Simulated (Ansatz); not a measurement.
fcc against bcc along groups 8 to 10

Method: DFT, r2SCAN, plane waves (500 eV) with PAW, scalar-relativistic in Ansatz. (PAW data from PBE, frozen cores regenerated.)

Each structure is relaxed within its symmetry, in the lowest magnetic state of the tried starts. Differences under about 8 meV lie within the error of the k-point mesh.

Real palladium is paramagnetic; a moment here is an artefact of the functional.

| element | E(fcc) − E(bcc) (meV/atom) | V(fcc) (Å³/atom) | V(bcc) (Å³/atom) | state of fcc | state of bcc |
| --- | --- | --- | --- | --- | --- |
| Fe | 103 | 12.19 | 11.81 | ferromagnetic | ferromagnetic |
| Ru | -418 | 13.57 | 14.40 | spin not included | ferromagnetic |
| Os | -778 | 14.08 | 14.49 | spin not included | spin not included |
| Co | 8 | 10.85 | 10.96 | ferromagnetic | ferromagnetic |
| Rh | -330 | 13.72 | 14.30 | non-magnetic | ferromagnetic |
| Ir | -631 | 14.21 | 14.80 | non-magnetic | ferromagnetic |
| Pd | -52 | 14.98 | 15.06 | ferromagnetic | spin not included |
| Pt | -91 | 15.30 | 15.48 | spin not included | non-magnetic |
